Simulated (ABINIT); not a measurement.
# ZnS (Wurtzite-2H) (P6_3mc) in ABINIT: further runs

The runs below take ZnS (Wurtzite-2H) through single point, with LDA.

All numbers are computed with ABINIT 10.8.3 (patched build); they aren't measurements. Logs are shortened: lines on timing, memory, paths and dates and some standing lists are left out, and cuts for length are marked. The log counts tension as positive stress, the text compression.

**What was measured.**

A printed reference work, monograph reports, for a bulk crystal of ZnS at 4 K: band gap 3.911 eV (direct).

The results are compared with them further down.

## 1. The structure

The structure is hexagonal, space group P6_3mc (No. 186). The conventional cell has a = 3.811 Å, b = 3.811 Å, c = 6.234 Å, α = 90.00°, β = 90.00°, γ = 120.00°. Around Zn (site symmetry 3m) lie 4 S at 2.31 to 2.40 Å. S (site symmetry 3m) is surrounded by 4 Zn at 2.31 to 2.40 Å.

## 2. Single point, LDA

run.abi

```
# Pseudopotentials
pp_dirpath "./"
pseudos "Zn.upf, S.upf"

# Structure
acell 7.2017462609 7.2017462609 11.7805526609
rprim
     1.0000000000     0.0000000000     0.0000000000
    -0.5000000000     0.8660254038     0.0000000000
     0.0000000000     0.0000000000     1.0000000000
ntypat 2
znucl 30 16
natom 4
typat 1 1 2 2
xred
     0.6666666667     0.3333333333     0.5000000000
     0.3333333333     0.6666666667     0.0000000000
     0.6666666667     0.3333333333     0.8850000000
     0.3333333333     0.6666666667     0.3850000000

# Plane-wave basis
ecut 816.341587 eV

# k points
kptopt 1
ngkpt 6 6 4
nshiftk 1
shiftk 0.0 0.0 0.0

# Exchange and correlation
ixc 7

# Bands and occupations
nband 32
occopt 3
tsmear 0.05 eV

# SCF cycle
nstep 100
tolvrs 1.0e-10

# Output
iomode 3
prtwf 0
prtden 0
prteig 0
prtebands 0
enunit 1
```

Potentials or basis: PseudoDojo NC SR LDA v0.4.1 standard.

The run is started by

```bash
$ abinit run.abi > log 2>&1
```

run.abo:

```text
.Version 10.8.3 of ABINIT
 Symmetries : space group P6_3 m c (#186); Bravais hP (primitive hexag.)
================================================================================
 Values of the parameters that define the memory need of the present run
     intxc =       0    ionmov =       0      iscf =       7    lmnmax =       6
     lnmax =       6     mgfft =      60  mpssoang =       3    mqgrid =    3001
     natom =       4  nloc_mem =       1    nspden =       1   nspinor =       1
    nsppol =       1      nsym =      12    n1xccc =    2501    ntypat =       2
    occopt =       3   xclevel =       1
       mpw =        4170          nfft =       77760          nkpt =          21
================================================================================
================================================================================

--------------------------------------------------------------------------------
------------- Echo of variables that govern the present computation ------------
--------------------------------------------------------------------------------
 -outvars: echo values of preprocessed input variables --------
            acell      7.2017462609E+00  7.2017462609E+00  1.1780552661E+01 Bohr
              amu      6.53900000E+01  3.20660000E+01
             ecut      3.00000000E+01 Hartree
           enunit           1
              ixc           7
         kptrlatt        6    0    0      0    6    0      0    0    4
          kptrlen      4.32104776E+01
            natom           4
            nband          32
            ngfft          36      36      60
             nkpt          21
            nstep         100
             nsym          12
           ntypat           2
           occopt           3
           prtden           0
        prtebands           0
           prteig           0
            prtwf           0
            rprim      1.0000000000E+00  0.0000000000E+00  0.0000000000E+00
                      -5.0000000000E-01  8.6602540380E-01  0.0000000000E+00
                       0.0000000000E+00  0.0000000000E+00  1.0000000000E+00
          spgroup         186
           tolvrs      1.00000000E-10
           tsmear      1.83746611E-03 Hartree
            typat      1  1  2  2
           xangst      1.9054999987E+00  1.1001409372E+00  3.1169999979E+00
                      -2.8207066293E-16  2.2002818744E+00  0.0000000000E+00
                       1.9054999987E+00  1.1001409372E+00  5.5170899962E+00
                      -2.8207066293E-16  2.2002818744E+00  2.4000899984E+00
            xcart      3.6008731305E+00  2.0789650712E+00  5.8902763304E+00
                      -5.3303630109E-16  4.1579301424E+00  0.0000000000E+00
                       3.6008731305E+00  2.0789650712E+00  1.0425789105E+01
                      -5.3303630109E-16  4.1579301424E+00  4.5355127744E+00
[... 130 lines left out ...]
    2       0.000000000000      0.000000000000     -0.067690240232
    3       0.000000000000      0.000000000000      0.067665332460
    4       0.000000000000      0.000000000000      0.067665332460

 cartesian coordinates (angstrom) at end:
    1      1.90549999869437     1.10014093720679     3.11699999788088
    2     -0.00000000000000     2.20028187441359     0.00000000000000
    3      1.90549999869437     1.10014093720679     5.51708999624916
    4     -0.00000000000000     2.20028187441359     2.40008999836828

 cartesian forces (hartree/bohr) at end:
    1     -0.00000000000000    -0.00000000000000     0.00574487363150
    2     -0.00000000000000    -0.00000000000000     0.00574487363150
    3     -0.00000000000000    -0.00000000000000    -0.00574487363150
    4     -0.00000000000000    -0.00000000000000    -0.00574487363150
 frms,max,avg= 3.3168043E-03 5.7448736E-03   0.000E+00  0.000E+00  1.057E-06 h/b

 cartesian forces (eV/Angstrom) at end:
    1     -0.00000000000000    -0.00000000000000     0.29541327972250
    2     -0.00000000000000    -0.00000000000000     0.29541327972250
    3     -0.00000000000000    -0.00000000000000    -0.29541327972250
    4     -0.00000000000000    -0.00000000000000    -0.29541327972250
 frms,max,avg= 1.7055694E-01 2.9541328E-01   0.000E+00  0.000E+00  5.436E-05 e/A
 length scales=  7.201746260900  7.201746260900 11.780552660900 bohr
              =  3.810999997389  3.810999997389  6.233999995762 angstroms
 Fermi (or HOMO) energy (eV) =   4.49962   Average Vxc (eV)= -10.33064
 Eigenvalues (   eV  ) for nkpt=  21  k points:
 kpt#   1, nband= 32, wtk=  0.00694, kpt=  0.0000  0.0000  0.0000 (reduced coord)
-121.12254 -121.12253  -75.57608  -75.57608  -75.57172  -75.57172  -75.56748  -75.56596
  -9.69654   -8.75140   -3.07559   -3.07559   -3.02276   -3.02276   -2.99970   -2.61268
  -2.61268   -2.52946   -2.52946   -2.35027   -1.77354    2.60639    2.60639    3.46714
   3.46714    3.48499    5.46524    6.24988    9.60878    9.60878    9.91577   10.94596
 prteigrs : prtvol=0 or 1, do not print more k-points.

--- !EnergyTerms
iteration_state     : {dtset: 1, }
comment             : Components of total free energy in Hartree
kinetic             :  1.91878773803178E+02
hartree             :  1.83837879824004E+02
xc                  : -5.06127770074756E+01
Ewald energy        : -2.14807532424923E+02
psp_core            :  6.95312136562479E+00
local_psp           : -4.64280000027011E+02
non_local_psp       : -9.29797747449855E+01
internal            : -4.40010309211589E+02
'-kT*entropy'       : -4.40986663846803E-12
total_energy        : -4.40010309211593E+02
total_energy_eV     : -1.19732904761702E+04
band_energy         : -5.39956205366664E+01
...

 Cartesian components of stress tensor (hartree/bohr^3)
  sigma(1 1)=  1.40069351E-03  sigma(3 2)=  0.00000000E+00
  sigma(2 2)=  1.40069351E-03  sigma(3 1)=  0.00000000E+00
  sigma(3 3)=  1.45258839E-03  sigma(2 1)=  0.00000000E+00

-Cartesian components of stress tensor (GPa)         [Pressure= -4.1719E+01 GPa]
- sigma(1 1)=  4.12098258E+01  sigma(3 2)=  0.00000000E+00
- sigma(2 2)=  4.12098258E+01  sigma(3 1)=  0.00000000E+00
- sigma(3 3)=  4.27366258E+01  sigma(2 1)=  0.00000000E+00

== END DATASET(S) ==============================================================
================================================================================

 -outvars: echo values of variables after computation  --------
            acell      7.2017462609E+00  7.2017462609E+00  1.1780552661E+01 Bohr
           etotal     -4.4001030921E+02
            fcart     -0.0000000000E+00 -0.0000000000E+00  5.7448736315E-03
                      -0.0000000000E+00 -0.0000000000E+00  5.7448736315E-03
                      -0.0000000000E+00 -0.0000000000E+00 -5.7448736315E-03
                      -0.0000000000E+00 -0.0000000000E+00 -5.7448736315E-03
            rprim      1.0000000000E+00  0.0000000000E+00  0.0000000000E+00
                      -5.0000000000E-01  8.6602540380E-01  0.0000000000E+00
                       0.0000000000E+00  0.0000000000E+00  1.0000000000E+00
           strten      1.4006935082E-03  1.4006935076E-03  1.4525883875E-03
                       0.0000000000E+00  0.0000000000E+00  0.0000000000E+00
           xangst      1.9054999987E+00  1.1001409372E+00  3.1169999979E+00
                      -2.8207066293E-16  2.2002818744E+00  0.0000000000E+00
                       1.9054999987E+00  1.1001409372E+00  5.5170899962E+00
                      -2.8207066293E-16  2.2002818744E+00  2.4000899984E+00
             xred      6.6666666667E-01  3.3333333333E-01  5.0000000000E-01
                       3.3333333333E-01  6.6666666667E-01  0.0000000000E+00
                       6.6666666667E-01  3.3333333333E-01  8.8500000000E-01
                       3.3333333333E-01  6.6666666667E-01  3.8500000000E-01
 Calculation completed.
```

Run time: 2 min. Hardware: 1 thread of Arm Neoverse V1, shared host; peak memory 0.11 GiB.

Results:

| Item | Value |
| --- | --- |
| Free energy | -11973.2905 eV |
| Largest force | 0.295 eV/Å |
| Band gap on the k mesh | 1.98 eV, direct |
| Valence electrons inside the program's atomic spheres | Zn 18.16; S 3.93 |

Forces in eV/Å, atoms in the order of the input:
```
Zn   0.000  0.000  0.295
Zn   0.000  0.000  0.295
S    0.000  0.000 -0.295
S    0.000  0.000 -0.295
```

Caveat: the cutoff is too short for stress, so the log's stress isn't used.

(Continued in part 2 of 2.)
